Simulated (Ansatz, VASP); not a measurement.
## One calculation of GaN, two programs

```
Ga N
1.0
     3.18000    0.00000    0.00000
    -1.59000    2.75396    0.00000
     0.00000    0.00000    5.32098
Ga N
2 2
Direct
  0.33333 0.66667 0.00623
  0.66667 0.33333 0.50623
  0.33333 0.66667 0.37877
  0.66667 0.33333 0.87877
```

Change from the starting cell: z stretched by +3 %, ions relaxed.

Alike in both runs: functional PBE; k mesh 11 × 11 × 6; occupations fermi-dirac, width 0.02 eV; no spin polarisation.

Ansatz relaxed the structure, and its values are those at the end. VASP's run is a single point on that final structure, the one shown.

|  | VASP | Ansatz |
| --- | --- | --- |
| version | VASP 6.6.1 | Ansatz 0.2.0 |
| potentials or method | VASP PAW PBE potentials, release 64 (Ga_d, N) | plane-wave PAW, scalar-relativistic |
| plane-wave cutoff (eV) | 520 | 420 |
| valence electrons in the cell | 36 | 36 |

Ansatz gave:

| Item | Value |
| --- | --- |
| gap on the k mesh at the Fermi level (eV) | 1.66 |
| pressure (GPa) | 1.6 |
| rms of the force components (eV/Å) | 0.005 |

Estimate VASP's values.

gap on the k mesh at the Fermi level (eV): 1.66; pressure (GPa): 1.7; rms of the force components (eV/Å): 0.006.

Ansatz warned: «stress_scf_threshold_loose».
